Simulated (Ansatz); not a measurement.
## Straining SnO2

The calculation used DFT PBEsol, scalar-relativistic, plane waves, PAW (Ansatz 0.2.0). (420 eV cutoff, 6×6×8 k-mesh, Gaussian smearing of 0.02 eV, no spin polarisation)

Reference structure (relaxed):

```
CELL_PARAMETERS angstrom
4.76844 0.00000 0.00000
0.00000 4.76844 0.00000
0.00000 0.00000 3.21240
ATOMIC_POSITIONS crystal
Sn 0.50000 0.50000 0.50000
Sn 0.00000 0.00000 0.00000
O 0.19375 0.80625 0.50000
O 0.80625 0.19375 0.50000
O 0.30625 0.30625 0.00000
O 0.69375 0.69375 0.00000
```

Deformation: uniaxial strain along c, with the lengths of a and b and the atoms relaxed and the angles held, all within the symmetry that the strain leaves. Energies are extrapolated to zero smearing. Gaps are Kohn–Sham gaps over the whole zone.

```
strain (%)  ΔE (meV/atom) a (Å) b (Å) c (Å) gap (eV)
      -4.5           25.4  4.849  4.849  3.068      1.22
      -3.0           10.9  4.822  4.822  3.116      1.12
      -1.5            2.6  4.795  4.795  3.164      1.02
      +0.0            0.0  4.768  4.768  3.212      0.92
      +1.5            2.4  4.743  4.743  3.261      0.81
      +3.0            9.6  4.718  4.718  3.309      0.71
      +4.5           20.7  4.693  4.693  3.357      0.62
```

Task: What stiffness (1/V) d²E/dε² at zero strain does a cubic fit over all points give?

Result: A cubic fit gives (1/V) d²E/dε² = 300 GPa at zero strain (Young's modulus along this axis, angles held).

Task: How does the free axis a answer a small strain?

Result: Between the innermost points its strain is -0.37 times the applied one.

Task: How fast does the gap move with strain on either side?

Result: -69 meV per percent on the compressed side and -70 meV per percent on the stretched side; it is direct at -1.5 %, direct at zero and direct at +1.5 %.